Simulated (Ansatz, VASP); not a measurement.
**Two plane-wave programs on NbSi**

```
Nb Si
1.0
     2.97247    0.00000    0.00000
     0.00000    2.97247    0.00000
     0.00000    0.00000    2.97247
Nb Si
1 1
Direct
  0.00000 0.00000 0.00000
  0.50000 0.50000 0.50000
```

Alike in both runs: task relaxation of cell and atoms; functional LDA; k mesh 14 × 14 × 14; occupations fermi-dirac, width 0.1 eV; no spin polarisation.

|  | VASP | Ansatz |
| --- | --- | --- |
| version | VASP 6.6.1 | Ansatz 0.2.0 |
| potentials or method | VASP PAW LDA potentials, release 64 (Nb_sv, Si) | PAW with Ansatz's default frozen-core files, scalar-relativistic |
| plane-wave cutoff (eV) | 600 | 420 |
| valence electrons in the cell | 17 | 17 |

```tsv
	VASP	Ansatz	Ansatz less VASP
relaxed volume (Å³/atom)	15.04	15.04	-0.002
relaxed cell length with the largest relative difference (Å)	3.110	3.110	-0.0001
energy change over the relaxation (meV/atom)	-179	-179	+0.7
```
